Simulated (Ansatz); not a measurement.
# What a trial cell of TaSi2 relaxes into

Method: Ansatz 0.2.0, DFT PBE, scalar-relativistic, plane waves, PAW. Cutoff 420 eV, Γ-centred k mesh, Gaussian smearing, no spin polarisation in the final step.

TaSi2 was placed on the cubic Laves (C15) structure type (Fd-3m, No. 227), with Ta in place of Mg, Si in place of Cu, at a guessed volume.

```yaml
crystal:
  lattice:
    - [0.00000, 3.51914, 3.51914]
    - [3.51914, 0.00000, 3.51914]
    - [3.51914, 3.51914, 0.00000]
  atoms:
    - { symbol: Ta, position: [0.00000, 0.00000, 0.00000] }
    - { symbol: Ta, position: [0.25000, 0.25000, 0.25000] }
    - { symbol: Si, position: [0.62500, 0.62500, 0.62500] }
    - { symbol: Si, position: [0.12500, 0.62500, 0.62500] }
    - { symbol: Si, position: [0.62500, 0.62500, 0.12500] }
    - { symbol: Si, position: [0.62500, 0.12500, 0.62500] }
```

Cell and atoms relax at zero pressure; the relaxation can't lower the symmetry of the start. After a coarse first stage the cell is made exact in the group found at 0.06 Å.

The zero of energy is the elements' standard structures at the same level; no fitted shifts are applied.

Q: Describe the relaxed structure.

A: It keeps Fd-3m (No. 227). The result has the cubic Laves (C15) structure. Conventional cell: a = 6.948 Å. Ta has 12 Si at 2.88 Å and 4 Ta at 3.01 Å; around Si lie 6 Si at 2.46 Å and 6 Ta at 2.88 Å.

```cif
data_structure
_symmetry_space_group_name_H-M 'Fd-3m:1'
_symmetry_Int_Tables_number 227
_cell_length_a 6.9477
_cell_length_b 6.9477
_cell_length_c 6.9477
_cell_angle_alpha 90.000
_cell_angle_beta 90.000
_cell_angle_gamma 90.000
_cell_volume 335.37
loop_
_atom_site_label
_atom_site_type_symbol
_atom_site_symmetry_multiplicity
_atom_site_Wyckoff_symbol
_atom_site_fract_x
_atom_site_fract_y
_atom_site_fract_z
_atom_site_occupancy
Ta1 Ta 8 b 0.00000 0.00000 0.50000 1
Si1 Si 16 c 0.12500 0.12500 0.12500 1
```

Q: What are its volume, energy, density and gap?

A: The volume per atom is 13.97 Å³, the density is 9.39 g/cm³ and the energy over the elements is 0.12 eV/atom. The gap on the 10×10×10 mesh is 0 eV (a metal).

The final run used a 10×10×10 mesh on its 6-atom cell and 0.10 eV smearing. The k mesh leaves about 4 meV/atom of noise in metals. Spin–orbit coupling is left out. A later test with randomly moved atoms lowered the energy by 580 meV/atom on a coarse mesh, so it isn't stable against such moves and is likely a saddle point held by symmetry.

Cost: 6 runs of about 11 core-minutes in all, on Intel Xeon 6975P-C (Granite Rapids) (shared hosts).